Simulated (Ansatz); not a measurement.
Sn, DFT, PBE, all-electron PAW with datasets made for the crystal, scalar-relativistic (Ansatz 0.2.0), run on 1 thread of Intel(R) Xeon(R) 6975P-C (Granite Rapids) on a shared host.

The cell is COD entry 1540069, as deposited and not checked against the literature; nothing was relaxed. The listed cell was then made from it by scaling, straining or moving an atom.

Command: `ansatz run input.yaml --threads 1 --pin off --max-ram 3072MiB --backend cpu --events-out ev --progress --plain --runs-dir out`

```yaml
crystal:
  lattice:
    - [-1.6116833216, 1.6116833216, 2.9540182158]
    - [1.6116833216, -1.6116833216, 2.9540182158]
    - [1.6116833216, 1.6116833216, -2.9540182158]
  atoms:
    - { symbol: Sn, position: [0.0, 0.0, 0.0] }
kpoints:
  mp_grid: { grid: [18, 18, 18] }
scf:
  occupations: { method: fermi_dirac, width: 0.03 }
hamiltonian:
  xc: pbe
  pseudopotentials: { kind: all_electron, datasets: crystal }
output:
  forces: true
  stress: true
  eigenvalues: true
  efg: { contact_densities: true }
```

How large is the problem that the program sets up?

480 irreducible k-points, 263 plane waves at Γ, 11 bands.

Estimate the wall time and the peak memory.

13 s of wall time for 9 SCF iterations, with a peak of 0.61 GiB. Times on shared machines scatter by tens of per cent.

And the same cell and mesh by PAW with the default files, asked for forces, stress, eigenvalues, efg, on the same hardware?

4.9 s, peak memory 0.51 GiB.
